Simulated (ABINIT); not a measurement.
Crystal: Sn.

```xyz
1
Lattice="-2.0292 2.0292 1.6608 2.0292 -2.0292 1.6608 2.0292 2.0292 -1.6608" Properties=species:S:1:pos:R:3 pbc="T T T"
Sn    0.0000    0.0000    0.0000
```

This isn't the form of Sn at room conditions, which is tetragonal (white tin).

| Property | Result |
| --- | --- |
| Program | ABINIT 10.8.3 (patched build) |
| Task | relaxation of cell and atoms |
| Functional | PBEsol |
| Potentials or basis | JTH PAW PBE v2.0 |
| Cutoff | 599 eV |
| k mesh | 10 × 10 × 10 |
| Occupations | fermi-dirac, width 0.05 eV |
| Spin | no spin polarisation |

At the start: pressure -1.9 GPa; volume 27.35 Å³/atom.

Q: How do energy, volume and symmetry change on relaxing?

A: Over 5 steps the energy falls by 7.4 meV/atom and the volume is 26.28 Å³/atom (-3.9 %); space group I4/mmm (No. 139, to 0.05 Å).

The path:
```tsv
step	energy change (eV)	largest force (eV/Å)	pressure (GPa)	volume (Å³)
1	0.0000	0.0000	-1.86	27.35
2	-0.0018	0.0000	-1.61	27.20
3	-0.0073	0.0000	0.19	26.20
4	-0.0074	0.0000	0.01	26.28
5	-0.0074	0.0000	0.00	26.28
```

Final structure:
```yaml
crystal:
  lattice:
    - [-1.99134, 1.99134, 1.65711]
    - [1.99134, -1.99134, 1.65711]
    - [1.99134, 1.99134, -1.65711]
  atoms:
    - { symbol: Sn, position: [0.00000, 0.00000, 0.00000] }
```

Caveat: the PAW data sets were made with another functional, which shifts forces and pressure a little.
